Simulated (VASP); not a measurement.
Output of a VASP run:

OUTCAR:
```
 ion  position               nearest neighbor table
   1  0.250  0.250  0.250-   3 1.99   3 1.99   3 1.99   3 1.99   2 2.30   2 2.30   2 2.30   2 2.30
                             2 2.30   2 2.30
   2  0.750  0.750  0.750-   3 1.99   3 1.99   3 1.99   3 1.99   1 2.30   1 2.30   1 2.30   1 2.30
                             1 2.30   1 2.30
   3  0.000  0.000  0.000-   2 1.99   2 1.99   2 1.99   1 1.99   2 1.99   1 1.99   1 1.99   1 1.99
  LATTYP: Found a face centered cubic cell.
 ALAT       =     4.5999336698
 Subroutine PRICEL returns:
 Original cell was already a primitive cell.
 Subroutine GETGRP returns: Found 48 space group operations
The static configuration has the point symmetry O_h .
The dynamic configuration has the point symmetry O_h .
 Subroutine INISYM returns: Found 48 space group operations
 Subroutine IBZKPT returns following result:
 Found     29 irreducible k-points:

 Following reciprocal coordinates:
            Coordinates               Weight
  0.000000  0.000000  0.000000      1.000000
  0.125000  0.000000  0.000000      8.000000
  0.250000  0.000000  0.000000      8.000000
  0.375000  0.000000  0.000000      8.000000
  0.500000  0.000000  0.000000      4.000000
  0.125000  0.125000  0.000000      6.000000
  0.250000  0.125000  0.000000     24.000000
  0.375000  0.125000  0.000000     24.000000
  0.500000  0.125000  0.000000     24.000000
 -0.375000  0.125000  0.000000     24.000000
 -0.250000  0.125000  0.000000     24.000000
 -0.125000  0.125000  0.000000     12.000000
  0.250000  0.250000  0.000000      6.000000
  0.375000  0.250000  0.000000     24.000000
  0.500000  0.250000  0.000000     24.000000
 -0.375000  0.250000  0.000000     24.000000
 -0.250000  0.250000  0.000000     12.000000
  0.375000  0.375000  0.000000      6.000000
  0.500000  0.375000  0.000000     24.000000
 -0.375000  0.375000  0.000000     12.000000
  0.500000  0.500000  0.000000      3.000000
  0.375000  0.250000  0.125000     24.000000
  0.500000  0.250000  0.125000     48.000000
 -0.375000  0.250000  0.125000     24.000000
  0.500000  0.375000  0.125000     24.000000
 -0.375000  0.375000  0.125000     48.000000
 -0.250000  0.375000  0.125000     24.000000
 -0.375000  0.500000  0.125000     12.000000
 -0.250000  0.500000  0.250000      6.000000
   k-points           NKPTS =     29   k-points in BZ     NKDIM =     29   number of bands    NBANDS=     10
   number of dos      NEDOS =    301   number of ions     NIONS =      3
   total plane-waves  NPLWV =  13824
   dimension x,y,z NGX =    24 NGY =   24 NGZ =   24
   dimension x,y,z NGXF=    48 NGYF=   48 NGZF=   48
   ions per type =               2   1
   PREC   = accura    normal or accurate (medium, high low for compatibility)
   ISTART =      0    job   : 0-new  1-cont  2-samecut
   ICHARG =      2    charge: 1-file 2-atom 10-const
   ISPIN  =      1    spin polarized calculation?
   LNONCOLLINEAR =      F non collinear calculations
   LSORBIT =      F    spin-orbit coupling
   INIWAV =      1    electr: 0-lowe 1-rand  2-diag
   ENCUT  =  520.0 eV  38.22 Ry    6.18 a.u.   6.05  6.05  6.05*2*pi/ulx,y,z
   NELM   =    100;   NELMIN=  2; NELMDL= -5     # of ELM steps
   EDIFF  = 0.1E-06   stopping-criterion for ELM
   LREAL  =      F    real-space projection
   NLSPLINE    = F    spline interpolate recip. space projectors
   LMAXMIX     =    2 max onsite mixed and CHGCAR
   VOSKOWN=      0    Vosko Wilk Nusair interpolation
   EDIFFG = 0.1E-05   stopping-criterion for IOM
   NSW    =      0    number of steps for IOM
   NBLOCK =      1;   KBLOCK =      1    inner block; outer block
   IBRION =     -1    ionic relax: 0-MD 1-quasi-New 2-CG
   NFREE  =      0    steps in history (QN), initial steepest desc. (CG)
   ISIF   =      2    stress and relaxation
   ISYM   =      2    0-nonsym 1-usesym 2-fastsym
   TEIN   =    0.0    initial temperature
   TEBEG  =    0.0;   TEEND  =   0.0 temperature during run
   SMASS  =  -3.00    Nose mass-parameter (am)
   PSTRESS=    0.0 pullay stress
   NELECT =      12.0000    total number of electrons
...
```

**OSZICAR**
```
       N       E                     dE             d eps       ncg     rms          rms(c)
DAV:   1     0.419509181939E+02    0.41951E+02   -0.62654E+03   580   0.129E+03
DAV:   2    -0.884636925892E+01   -0.50797E+02   -0.47953E+02   694   0.228E+02
DAV:   3    -0.134660623559E+02   -0.46197E+01   -0.46039E+01  1016   0.599E+01
DAV:   4    -0.135291486364E+02   -0.63086E-01   -0.63015E-01   750   0.801E+00
DAV:   5    -0.135305359611E+02   -0.13873E-02   -0.13872E-02   842   0.708E-01    0.757E+00
DAV:   6    -0.117521647873E+02    0.17784E+01   -0.98460E+00   582   0.200E+01    0.287E+00
DAV:   7    -0.117185877297E+02    0.33577E-01   -0.23970E-01   660   0.421E+00    0.147E+00
DAV:   8    -0.117130656049E+02    0.55221E-02   -0.64393E-02   688   0.306E+00    0.356E-01
DAV:   9    -0.117120253233E+02    0.10403E-02   -0.77451E-03   768   0.812E-01    0.111E-01
DAV:  10    -0.117125084538E+02   -0.48313E-03   -0.84279E-04   632   0.250E-01    0.700E-02
DAV:  11    -0.117124610537E+02    0.47400E-04   -0.82583E-05   686   0.116E-01    0.135E-02
DAV:  12    -0.117124615215E+02   -0.46773E-06   -0.77799E-06   702   0.300E-02    0.201E-03
DAV:  13    -0.117124615775E+02   -0.56060E-07   -0.10109E-06   708   0.978E-03    0.111E-03
DAV:  14    -0.117124615450E+02    0.32475E-07   -0.36059E-08   510   0.228E-03
   1 F= -.11712462E+02 E0= -.11712462E+02  d E =-.200909E-14
```

OUTCAR:
```
------------------------ aborting loop because EDIFF is reached ----------------------------------------
  FORCE on cell =-STRESS in cart. coord.  units (eV):
  Direction    XX          YY          ZZ          XY          YZ          ZX
  --------------------------------------------------------------------------------------
  Total        0.0398150      0.0398150      0.0398150      0.0000000      0.0000000      0.0000000
  in kB        2.6215754      2.6215754      2.6215754      0.0000000      0.0000000      0.0000000
  external PRESSURE =       2.6215754 kB  Pullay stress =       0.0000000 kB
  volume of cell :       24.33
      direct lattice vectors                 reciprocal lattice vectors
     0.000000000  2.299966835  2.299966835    -0.217394439  0.217394439  0.217394439
     2.299966835  0.000000000  2.299966835     0.217394439 -0.217394439  0.217394439
     2.299966835  2.299966835  0.000000000     0.217394439  0.217394439 -0.217394439
 POSITION                                       TOTAL-FORCE (eV/Angst)
 -----------------------------------------------------------------------------------
      1.14998      1.14998      1.14998         0.000000      0.000000      0.000000
      3.44995      3.44995      3.44995        -0.000000     -0.000000     -0.000000
      0.00000      0.00000      0.00000         0.000000     -0.000000      0.000000
 -----------------------------------------------------------------------------------
    total drift:                               -0.000000      0.000000      0.000000
  FREE ENERGIE OF THE ION-ELECTRON SYSTEM (eV)
  ---------------------------------------------------
  free  energy   TOTEN  =       -11.7124615450 eV

  energy  without entropy=      -11.7124615450  energy(sigma->0) =      -11.71246155
```
(Selected blocks of OUTCAR.)

### POSCAR
```
Li2O
1
    0.0000000000     2.2999668349     2.2999668349
    2.2999668349     0.0000000000     2.2999668349
    2.2999668349     2.2999668349     0.0000000000
Li O
2 1
Direct
  0.2500000000   0.2500000000   0.2500000000
  0.7500000000   0.7500000000   0.7500000000
  0.0000000000   0.0000000000   0.0000000000
```

**Question.** Write an INCAR and KPOINTS that could have produced this output.

**Answer.** Several could match; the one computed here: the input of the run itself, rev-vdW-DF2, plane waves, VASP's PBE PAW potentials (set 64).

INCAR:
```
SYSTEM = Li2O
PREC = Accurate
ENCUT = 520
EDIFF = 1E-7
NELM = 100
ALGO = Normal
LREAL = .FALSE.
LASPH = .TRUE.
ISMEAR = 0
SIGMA = 0.05
GGA = MK
PARAM1 = 0.1234568
PARAM2 = 0.7114
ZAB_VDW = -1.8867
LUSE_VDW = .TRUE.
AGGAC = 0.0
LWAVE = .FALSE.
LCHARG = .FALSE.
ISIF = 2
```

KPOINTS:
```
K-points
0
gamma
 8 8 8
0 0 0
```

POTCAR, in this order: Li_sv O (PBE.64 set). Program: vasp_std.

The compound is Li2O in the antifluorite structure. It was relaxed first.
